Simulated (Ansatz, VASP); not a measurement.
CaH4: VASP beside Ansatz

File INCAR:

```
SYSTEM = CaH4
PREC = Accurate
ENCUT = 900
EDIFF = 1E-6
ISMEAR = -1
SIGMA = 0.05
LREAL = .False.
LASPH = .True.
NELM = 60
ALGO = Normal
ISIF = 3
LWAVE = .False.
LCHARG = .False.
GGA = PE
IBRION = 2
NSW = 40
EDIFFG = -0.02
```

The input KPOINTS:

```
regular mesh
0
Gamma
  5 5 5
  0 0 0
```

The input POSCAR:

```
CaH4
1.0
    4.1679800000      0.0000000000      0.0000000000
    0.0000000000      4.1679800000      0.0000000000
    0.0000000000      0.0000000000      4.1679800000
Ca H
1 4
Direct
    0.0000000000      0.0000000000      0.0000000000
    0.5000000000      0.0000000000      0.0000000000
    0.0000000000      0.5000000000      0.0000000000
    0.0000000000      0.0000000000      0.5000000000
    0.5000000000      0.5000000000      0.5000000000
```

The input input.yaml:

```yaml
crystal:
  lattice:
    - [4.16798, 0.0, 0.0]
    - [0.0, 4.16798, 0.0]
    - [0.0, 0.0, 4.16798]
  atoms:
    - { symbol: Ca, position: [0.0, 0.0, 0.0] }
    - { symbol: H, position: [0.5, 0.0, 0.0] }
    - { symbol: H, position: [0.0, 0.5, 0.0] }
    - { symbol: H, position: [0.0, 0.0, 0.5] }
    - { symbol: H, position: [0.5, 0.5, 0.5] }
hamiltonian:
  xc: pbe
  pseudopotentials: { kind: paw }
kpoints:
  mp_grid: { grid: [5, 5, 5] }
scf:
  occupations: { method: fermi_dirac, width: 0.05 }
output:
  forces: true
  stress: true
  eigenvalues: true
relax:
  f_tol: 0.01
  max_steps: 40
  cell: { stress_tol: 0.05 }
```

The cell was built by a generator and needn't be a form met in nature.

Alike in both runs: task relaxation of cell and atoms; functional PBE; k mesh 5 × 5 × 5; occupations fermi-dirac, width 0.05 eV; no spin polarisation.

|  | VASP | Ansatz |
| --- | --- | --- |
| version | VASP 6.6.1 | Ansatz 0.2.0 |
| potentials or method | VASP PAW PBE potentials, release 64 (Ca_sv, H) | Ansatz PAW |
| plane-wave cutoff (eV) | 900 | 420 |
| valence electrons in the cell | 14 | 14 |

|  | VASP | Ansatz | Ansatz less VASP |
| --- | --- | --- | --- |
| gap on the k mesh at the Fermi level, each at its own relaxed structure (eV) | none | none | - |
| relaxed volume (Å³/atom) | 14.52 | 14.56 | +0.033 |
| relaxed cell length with the largest relative difference (Å) | 4.172 | 4.175 | +0.0031 |

A gap of «none» marks a metal or a gap that the smearing closes.

Caveats: the plane-wave basis is chosen anew once the cell has moved, so the energies of steps on either side of that aren't comparable (Ansatz).
